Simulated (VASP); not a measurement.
# CdH2O2: time-dependent DFT spectra

Wanted: excitation energies of CdH2O2 by functional. The cell has space group P-3m1, a computed entry that need not be the common form of this compound. The start is a computed cell from the Materials Project.

Main program and level: VASP 6.6.1; LDA; plane waves and PAW (Cd, O, H), in the first sound run; inputs show where later runs differ.

**1. The starting structure**

Symmetry: P-3m1, No. 164, trigonal system. Conventional cell: a = 3.516 Å, b = 3.516 Å, c = 4.643 Å, α = 90.00°, β = 90.00°, γ = 120.00°. Cd has 6 O at 2.32 Å nearest. O has 1 H at 0.97 Å and 3 Cd at 2.32 Å nearest. Nearest to H lie 1 O at 0.97 Å. Farther neighbours and most contacts between anions are not listed.

**2. Relaxation**

The atoms are relaxed first inside the given cell, which is kept (ISIF = 2), since band edges depend on the positions.

INCAR

```
SYSTEM = CdH2O2
PREC = Accurate
ENCUT = 520
EDIFF = 1E-06
NELM = 100
ISMEAR = 0
SIGMA = 0.05
LREAL = .FALSE.
ALGO = Normal
GGA = CA
NBANDS = 19
LWAVE = .FALSE.
LCHARG = .FALSE.
KPAR = 4
IBRION = 2
NSW = 60
ISIF = 2
EDIFFG = -0.01
```

POSCAR

```
CdH2O2
1.0
    3.5155259648      0.0000000000      0.0000000000
   -1.7577629824      3.0445347931      0.0000000000
    0.0000000000      0.0000000000      4.6429792900
Cd O H
1 2 2
Direct
    0.0000000000      0.0000000000      0.0000000000
    0.6666666700      0.3333333300      0.7593720000
    0.3333333300      0.6666666700      0.2406280000
    0.6666666700      0.3333333300      0.5509607200
    0.3333333300      0.6666666700      0.4490392800
```

KPOINTS

```
Automatic mesh
0
Gamma
7 7 5
0 0 0
```

Potentials, in the order of the species: Cd, O and H (PBE family, release 64).

Launch:

```console
$ mpirun -np 4 vasp_std
```

The log of the run:

```text
[banner, memory and clock lines left out]
running    4 mpi-ranks, on    1 nodes
 distrk:  each k-point on    1 cores,    4 groups
 distr:  one band on    1 cores,    1 groups

 POSCAR found type information on POSCAR CdO H
 POSCAR found :  3 types and       5 ions
|                                                                             |
|               ----> ADVICE to this user running VASP <----                  |
|                                                                             |
|     You enforced a specific xc type in the INCAR file but a different       |
|     [... a line on the potential file left out ...]
|     I HOPE YOU KNOW WHAT YOU ARE DOING!                                     |
|                                                                             |

 LDA part: xc-table for (Slater(with rela. corr.)+CA(PZ))
 , standard interpolation
 POSCAR, INCAR and KPOINTS ok, starting setup
 FFT: planning ... GRIDC
 FFT: planning ... GRID_SOFT
 FFT: planning ... GRID
 WAVECAR not read
 entering main loop
       N       E                     dE             d eps       ncg     rms          rms(c)
DAV:   1     0.173078510082E+03    0.17308E+03   -0.14519E+04  1224   0.133E+03
DAV:   2    -0.174377165910E+02   -0.19052E+03   -0.18289E+03  1348   0.327E+02
DAV:   3    -0.280246711040E+02   -0.10587E+02   -0.10530E+02  1464   0.840E+01
DAV:   4    -0.280910124699E+02   -0.66341E-01   -0.66312E-01  1338   0.693E+00
DAV:   5    -0.280912953148E+02   -0.28284E-03   -0.28284E-03  1381   0.437E-01    0.122E+01
DAV:   6    -0.248428011257E+02    0.32485E+01   -0.10167E+01  1601   0.471E+01    0.850E+00
DAV:   7    -0.248598675912E+02   -0.17066E-01   -0.12461E+00  1246   0.103E+01    0.501E+00
DAV:   8    -0.248148028426E+02    0.45065E-01   -0.30131E-01  1303   0.435E+00    0.995E-01
DAV:   9    -0.247979220476E+02    0.16881E-01   -0.63373E-02  1377   0.212E+00    0.223E-01
DAV:  10    -0.247979382464E+02   -0.16199E-04   -0.84057E-03  1272   0.961E-01    0.780E-02
DAV:  11    -0.247979523032E+02   -0.14057E-04   -0.36152E-04  1384   0.284E-01    0.531E-02
DAV:  12    -0.247979457532E+02    0.65500E-05   -0.83696E-05  1418   0.823E-02    0.977E-03
DAV:  13    -0.247979464640E+02   -0.71071E-06   -0.39103E-06  1303   0.185E-02
   1 F= -.24797946E+02 E0= -.24797946E+02  d E =-.247979E+02
 curvature:   0.00 expect dE= 0.000E+00 dE for cont linesearch  0.000E+00
 trial: gam= 0.00000 g(F)=  0.154E+00 g(S)=  0.000E+00 ort = 0.000E+00 (trialstep = 0.100E+01)
 search vector abs. value=  0.154E+00
 bond charge predicted
       N       E                     dE             d eps       ncg     rms          rms(c)
DAV:   1    -0.246084991671E+02    0.18945E+00   -0.28443E+01  1216   0.416E+01    0.219E+00
DAV:   2    -0.246425964592E+02   -0.34097E-01   -0.83219E-01  1391   0.801E+00    0.742E-01
DAV:   3    -0.246350820887E+02    0.75144E-02   -0.17609E-02  1435   0.137E+00    0.433E-01
DAV:   4    -0.246326362604E+02    0.24458E-02   -0.11738E-02  1342   0.903E-01    0.876E-02
DAV:   5    -0.246326903735E+02   -0.54113E-04   -0.26853E-03  1278   0.392E-01    0.461E-02
DAV:   6    -0.246326826033E+02    0.77701E-05   -0.56444E-05  1375   0.800E-02    0.245E-02
DAV:   7    -0.246326832811E+02   -0.67779E-06   -0.63337E-06  1317   0.200E-02
   2 F= -.24632683E+02 E0= -.24632683E+02  d E =0.165263E+00
[...]
3 F= -.24813957E+02 E0= -.24813957E+02  d E =-.160102E-01
[...]
4 F= -.24813957E+02 E0= -.24813957E+02  d E =-.160107E-01
[...]
5 F= -.24814558E+02 E0= -.24814558E+02  d E =-.600878E-03
[...]
6 F= -.24815732E+02 E0= -.24815732E+02  d E =-.177485E-02
[...]
7 F= -.24815239E+02 E0= -.24815239E+02  d E =-.128169E-02
 curvature:   5.02 expect dE= 0.151E-02 dE for cont linesearch  0.150E-02
 ZBRENT: bracketing found
 ZBRENT: interpolating
 opt :   5.2062  next Energy=   -24.815984 (dE=-0.203E-02)
 bond charge predicted
       N       E                     dE             d eps       ncg     rms          rms(c)
DAV:   1    -0.248153902333E+02   -0.15168E-03   -0.82570E-01  1216   0.709E+00    0.254E-01
DAV:   2    -0.248161344166E+02   -0.74418E-03   -0.11446E-02  1332   0.798E-01    0.133E-01
DAV:   3    -0.248159940734E+02    0.14034E-03   -0.39818E-04  1379   0.149E-01    0.570E-02
DAV:   4    -0.248159911221E+02    0.29512E-05   -0.83876E-05  1406   0.785E-02    0.149E-02
DAV:   5    -0.248159914730E+02   -0.35082E-06   -0.71332E-06  1261   0.296E-02
   8 F= -.24815991E+02 E0= -.24815991E+02  d E =-.203427E-02
 curvature:  -0.84 expect dE=-0.325E-05 dE for cont linesearch -0.140E-06
 trial: gam=-0.01231 g(F)=  0.386E-05 g(S)=  0.000E+00 ort = 0.113E-04 (trialstep = 0.171E+01)
 search vector abs. value=  0.370E-05
 reached required accuracy - stopping structural energy minimisation
```

Elapsed: 28 s, on 4 MPI ranks of AMD EPYC 7R43, shared host; peak memory 0.59 GiB; 1.8 min of CPU time.

Lines that name or quote the potential files are left out of all logs, and their timing lines are given in words.

From OUTCAR (step 2):

```text
ion  position               nearest neighbor table
   1  0.000  0.000  0.000-   2 2.32   3 2.32   3 2.32   2 2.32   2 2.32   3 2.32
   2  0.667  0.333  0.759-   4 0.97   1 2.32   1 2.32   1 2.32
   3  0.333  0.667  0.241-   5 0.97   1 2.32   1 2.32   1 2.32
   4  0.667  0.333  0.551-   2 0.97
   5  0.333  0.667  0.449-   3 0.97

  LATTYP: Found a hexagonal cell.
 ALAT       =     3.5155259648
 C/A-ratio  =     1.3207068690

 Subroutine GETGRP returns: Found 12 space group operations
 (whereof 12 operations were pure point group operations)

The static configuration has the point symmetry D_3d.

 Found     32 irreducible k-points:

   k-points           NKPTS =     32   k-points in BZ     NKDIM =     32   number of bands    NBANDS=     19

   dimension x,y,z NGX =    28 NGY =   28 NGZ =   36
   dimension x,y,z NGXF=    56 NGYF=   56 NGZF=   72

   ENCUT  =  520.0 eV  38.22 Ry    6.18 a.u.   6.54  6.54  8.63*2*pi/ulx,y,z

   NELECT =      26.0000    total number of electrons

 k-points in reciprocal lattice and weights: Automatic mesh
   0.00000000  0.00000000  0.00000000       0.004
   0.14285714  0.00000000  0.00000000       0.024
   0.28571429  0.00000000  0.00000000       0.024
   0.42857143  0.00000000  0.00000000       0.024
   0.14285714  0.14285714  0.00000000       0.024
   0.28571429  0.14285714  0.00000000       0.049
   0.42857143  0.14285714  0.00000000       0.024
   0.28571429  0.28571429  0.00000000       0.024
   0.00000000  0.00000000  0.20000000       0.008
[...]
0.42857143  0.14285714  0.40000000       0.049
   0.28571429  0.28571429  0.40000000       0.049

 average (electrostatic) potential at core
       1 -38.9011       2 -73.9913       3 -73.9913       4 -37.5009       5 -37.5009

 E-fermi :  -0.0233

 k-point     1 :       0.0000    0.0000    0.0000
  band No.  band energies     occupation
    ...
      9      -4.3898      2.00000
     10      -1.4255      2.00000
     11      -1.4255      2.00000
     12      -0.6241      2.00000
     13      -0.6241      2.00000
     14       1.2067      0.00000
     15       5.6107      0.00000
     16       9.3804      0.00000
     17      12.3336      0.00000
     18      12.3336      0.00000
    ...

 k-point     2 :       0.1429    0.0000    0.0000
  band No.  band energies     occupation
    ...
      9      -4.3221      2.00000
     10      -2.2100      2.00000
     11      -1.6399      2.00000
     12      -0.9049      2.00000
     13      -0.5531      2.00000
     14       2.1672      0.00000
     15       6.2243      0.00000
     16       9.0025      0.00000
     17      10.9438      0.00000
     18      12.6093      0.00000
    ...

 k-point     3 :       0.2857    0.0000    0.0000
  band No.  band energies     occupation
    ...
      9      -4.0859      2.00000
     10      -3.1762      2.00000
     11      -2.1254      2.00000
     12      -1.6758      2.00000
     13      -0.4146      2.00000
     14       3.8277      0.00000
     15       7.4099      0.00000
     16       7.9375      0.00000
     17       9.8693      0.00000
     18      11.3549      0.00000
    ...

  Total       -1.1720745     -1.1720745     -1.0305934      0.0000000     -0.0000000      0.0000000
  in kB      -37.7883402    -37.7883402    -33.2269100      0.0000000     -0.0000000      0.0000000
  external PRESSURE =     -36.2678635 kB  Pullay stress =       0.0000000 kB

  energy-cutoff  :      520.00
  volume of cell :       49.69
      direct lattice vectors                 reciprocal lattice vectors
     3.515525965  0.000000000  0.000000000     0.284452457  0.164228703  0.000000000
    -1.757762982  3.044534793  0.000000000     0.000000000  0.328457406  0.000000000
     0.000000000  0.000000000  4.642979290     0.000000000  0.000000000  0.215378949

 POSITION                                       TOTAL-FORCE (eV/Angst)
 -----------------------------------------------------------------------------------
      0.00000      0.00000      0.00000        -0.000000      0.000000     -0.000000
      1.75776      1.01484      3.55090        -0.000000      0.000000      0.005469
     -0.00000      2.02969      1.09208         0.000000      0.000000     -0.005469
      1.75776      1.01484      2.56682        -0.000000      0.000000     -0.003181
     -0.00000      2.02969      2.07616        -0.000000      0.000000      0.003181
 -----------------------------------------------------------------------------------
    total drift:                               -0.000000      0.000000     -0.000000

  FREE ENERGIE OF THE ION-ELECTRON SYSTEM (eV)
  ---------------------------------------------------
  free  energy   TOTEN  =       -24.8159914730 eV

  energy  without entropy=      -24.8159914730  energy(sigma->0) =      -24.81599147

 reached required accuracy - stopping structural energy minimisation

[... 3 further parts left out ...]
```

CONTCAR:

```
CdH2O2
   1.00000000000000
     3.5155259648000001    0.0000000000000000    0.0000000000000000
    -1.7577629824000001    3.0445347931000000    0.0000000000000000
     0.0000000000000000    0.0000000000000000    4.6429792900000004
  Cd              O               H
     1     2     2
Direct
     0.0000000000000000    0.0000000000000000    0.0000000000000000
     0.6666666699999979    0.3333333300000021    0.7647888760836202
     0.3333333300000021    0.6666666699999979    0.2352111239163796
     0.6666666699999979    0.3333333300000021    0.5528399165161605
     0.3333333300000021    0.6666666699999979    0.4471600834838395
```

The PAW data sets were made with PBE, though LDA sets exist; this is a small mismatch. The run keeps the 12 symmetry operations of its start, so it cannot find a distortion of lower symmetry.

The steps of the relaxation:

| step | energy less that of the first step (eV) | largest force (eV/Å) |
| --- | --- | --- |
| 1 | 0.0000 | 0.9948 |
| 2 | 0.1653 | 2.5800 |
| 3 | -0.0160 | 0.0796 |
| 4 | -0.0160 | 0.0641 |
| 5 | -0.0166 | 0.0531 |
| 6 | -0.0178 | 0.0236 |
| 7 | -0.0173 | 0.0440 |
| 8 | -0.0180 | 0.0055 |

The atoms that moved most (Å):

| atom | dx | dy | dz | length |
| --- | --- | --- | --- | --- |
| O3 | 0.000 | 0.000 | -0.025 | 0.025 |
| O2 | 0.000 | 0.000 | 0.025 | 0.025 |
| H4 | 0.000 | 0.000 | 0.009 | 0.009 |
| H5 | 0.000 | 0.000 | -0.009 | 0.009 |

Final coordinates:

```xyz
5
Lattice="3.5155 0.0000 0.0000 -1.7578 3.0445 0.0000 0.0000 0.0000 4.6430" Properties=species:S:1:pos:R:3 pbc="T T T"
Cd    0.0000    0.0000    0.0000
O     1.7578    1.0148    3.5509
O     0.0000    2.0297    1.0921
H     1.7578    1.0148    2.5668
H     0.0000    2.0297    2.0762
```

Numbers from this step:

* free energy (TOTEN): -24.82 eV
* Fermi energy: -0.0233 eV
* pressure: -3.627 GPa

At LDA, with these data sets, the largest force is down to 0.0055 eV/Å.

**3. Ground state at LDA**

The orbitals come from a self-consistent LDA run. EDIFF is tight for accurate orbitals, and a narrow smearing avoids fractional occupations.

INCAR

```
SYSTEM = CdH2O2
PREC = Accurate
ENCUT = 420
EDIFF = 1E-08
NELM = 100
ISMEAR = 0
SIGMA = 0.01
LREAL = .FALSE.
ALGO = Normal
GGA = CA
NBANDS = 19
LORBIT = 11
LWAVE = .TRUE.
LCHARG = .FALSE.
KPAR = 4
```

POSCAR

```
CdH2O2
1.0
    3.5155259648      0.0000000000      0.0000000000
   -1.7577629824      3.0445347931      0.0000000000
    0.0000000000      0.0000000000      4.6429792900
Cd O H
1 2 2
Direct
    0.0000000000      0.0000000000      0.0000000000
    0.6666666700      0.3333333300      0.7647888761
    0.3333333300      0.6666666700      0.2352111239
    0.6666666700      0.3333333300      0.5528399165
    0.3333333300      0.6666666700      0.4471600835
```

KPOINTS

```
Automatic mesh
0
Gamma
6 6 4
0 0 0
```

Launch:

```console
$ mpirun -np 4 vasp_std
```

The log of the run:

```text
[banner, memory and clock lines left out]
running    4 mpi-ranks, on    1 nodes
 distrk:  each k-point on    1 cores,    4 groups
 distr:  one band on    1 cores,    1 groups

 POSCAR found type information on POSCAR CdO H
 POSCAR found :  3 types and       5 ions
 [... a notice as in an earlier step ...]

 LDA part: xc-table for (Slater(with rela. corr.)+CA(PZ))
 , standard interpolation
 POSCAR, INCAR and KPOINTS ok, starting setup
 FFT: planning ... GRIDC
 FFT: planning ... GRID_SOFT
 FFT: planning ... GRID
 WAVECAR not read
 entering main loop
       N       E                     dE             d eps       ncg     rms          rms(c)
DAV:   1     0.147423851056E+03    0.14742E+03   -0.13013E+04   952   0.112E+03
DAV:   2    -0.197994154189E+02   -0.16722E+03   -0.16213E+03  1016   0.301E+02
DAV:   3    -0.279288858737E+02   -0.81295E+01   -0.80973E+01  1098   0.730E+01
DAV:   4    -0.279718244370E+02   -0.42939E-01   -0.42930E-01   987   0.556E+00
DAV:   5    -0.279720006514E+02   -0.17621E-03   -0.17621E-03  1037   0.327E-01    0.123E+01
DAV:   6    -0.248606154102E+02    0.31114E+01   -0.96515E+00  1187   0.450E+01    0.867E+00
DAV:   7    -0.248721981351E+02   -0.11583E-01   -0.11660E+00   930   0.957E+00    0.511E+00
DAV:   8    -0.248260966521E+02    0.46101E-01   -0.28211E-01   969   0.417E+00    0.960E-01
DAV:   9    -0.248099743667E+02    0.16122E-01   -0.60021E-02   985   0.203E+00    0.211E-01
DAV:  10    -0.248100428258E+02   -0.68459E-04   -0.75812E-03   956   0.912E-01    0.758E-02
DAV:  11    -0.248100597555E+02   -0.16930E-04   -0.32178E-04  1034   0.265E-01    0.528E-02
DAV:  12    -0.248100525703E+02    0.71851E-05   -0.82192E-05  1067   0.821E-02    0.899E-03
DAV:  13    -0.248100532248E+02   -0.65451E-06   -0.39712E-06   969   0.181E-02    0.385E-03
DAV:  14    -0.248100532722E+02   -0.47318E-07   -0.66365E-07  1043   0.775E-03    0.123E-03
DAV:  15    -0.248100532822E+02   -0.10027E-07   -0.87379E-08  1009   0.301E-03    0.494E-04
DAV:  16    -0.248100532895E+02   -0.73137E-08   -0.17013E-08   654   0.121E-03
   1 F= -.24810053E+02 E0= -.24810053E+02  d E =-.867096E-21
 writing wavefunctions
```

Wall time 4.8 s (4 MPI ranks); peak memory 0.45 GiB; 17 s of CPU time.

From OUTCAR (step 3):

```text
The static configuration has the point symmetry D_3d.

 Found     24 irreducible k-points:

   k-points           NKPTS =     24   k-points in BZ     NKDIM =     24   number of bands    NBANDS=     19

   dimension x,y,z NGX =    24 NGY =   24 NGZ =   32
   dimension x,y,z NGXF=    48 NGYF=   48 NGZF=   64

   ENCUT  =  420.0 eV  30.87 Ry    5.56 a.u.   5.87  5.87  7.76*2*pi/ulx,y,z

   NELECT =      26.0000    total number of electrons

 E-fermi :  -0.2393

 k-point     1 :       0.0000    0.0000    0.0000
  band No.  band energies     occupation
    ...
      9      -4.3961      2.00000
     10      -1.4326      2.00000
     11      -1.4326      2.00000
     12      -0.6298      2.00000
     13      -0.6298      2.00000
     14       1.2037      0.00000
     15       5.6120      0.00000
     16       9.3840      0.00000
     17      12.3363      0.00000
     18      12.3363      0.00000
    ...

 k-point     2 :       0.1667    0.0000    0.0000
  band No.  band energies     occupation
    ...
      9      -4.3010      2.00000
     10      -2.3968      2.00000
     11      -1.7157      2.00000
     12      -1.0130      2.00000
     13      -0.5328      2.00000
     14       2.4278      0.00000
     15       6.4200      0.00000
     16       8.8587      0.00000
     17      10.7164      0.00000
     18      12.3996      0.00000
    ...

  Total       -2.2416780     -2.2416780     -1.8934681      0.0000000      0.0000000      0.0000000
  in kB      -72.2729564    -72.2729564    -61.0464724      0.0000000      0.0000000      0.0000000
  external PRESSURE =     -68.5307951 kB  Pullay stress =       0.0000000 kB

  energy-cutoff  :      420.00
  volume of cell :       49.69
      direct lattice vectors                 reciprocal lattice vectors
     3.515525965  0.000000000  0.000000000     0.284452457  0.164228703  0.000000000
    -1.757762982  3.044534793  0.000000000     0.000000000  0.328457406  0.000000000
     0.000000000  0.000000000  4.642979290     0.000000000  0.000000000  0.215378949

 POSITION                                       TOTAL-FORCE (eV/Angst)
 -----------------------------------------------------------------------------------
      0.00000      0.00000      0.00000         0.000000      0.000000      0.000000
      1.75776      1.01484      3.55090        -0.000000      0.000000      0.033278
     -0.00000      2.02969      1.09208         0.000000     -0.000000     -0.033278
      1.75776      1.01484      2.56682         0.000000     -0.000000     -0.028232
     -0.00000      2.02969      2.07616         0.000000      0.000000      0.028232
 -----------------------------------------------------------------------------------
    total drift:                               -0.000000     -0.000000      0.000000

  FREE ENERGIE OF THE ION-ELECTRON SYSTEM (eV)
  ---------------------------------------------------
  free  energy   TOTEN  =       -24.8100532895 eV

  energy  without entropy=      -24.8100532895  energy(sigma->0) =      -24.81005329

 total charge
# of ion       s       p       d       tot
------------------------------------------
    1        0.312   0.263   9.661  10.236
    2        1.564   3.505   0.000   5.068
    3        1.564   3.505   0.000   5.068
    4        0.595   0.114   0.000   0.708
    5        0.595   0.114   0.000   0.708
--------------------------------------------------
tot          4.629   7.499   9.661  21.789

[... 2 parts as in an earlier step ...]

[... 7 further parts left out ...]
```

The gap is read on the k-mesh alone, so it is an upper bound where the band edges lie off the mesh.

A gap read on the k-mesh alone can miss the band edges.

This step gave:

| Item | Value |
| --- | --- |
| free energy (TOTEN) | -24.81 eV |
| Fermi energy | -0.2393 eV |
| pressure | -6.853 GPa |
| gap on the k-mesh | 1.506 eV |
| least direct gap on the k-mesh | 1.833 eV |

(Continued in part 2 of 4.)

[Lines on the potential files, build, host, timing and source positions are cut from VASP's logs without a mark.]

[Logs are printed without paths, hosts, clocks, repeated set-up lines and the standing remarks that a program may print on its own settings, such as how far it seeks lower states.]

[Hosts, paths, dates, database ids (printed as entryN), source tags and the programs' standing remarks are cut or masked in the printed files.]

[Pressures printed for these runs are not shown converged in the cutoff: they can be off by several GPa and have the wrong sign.]
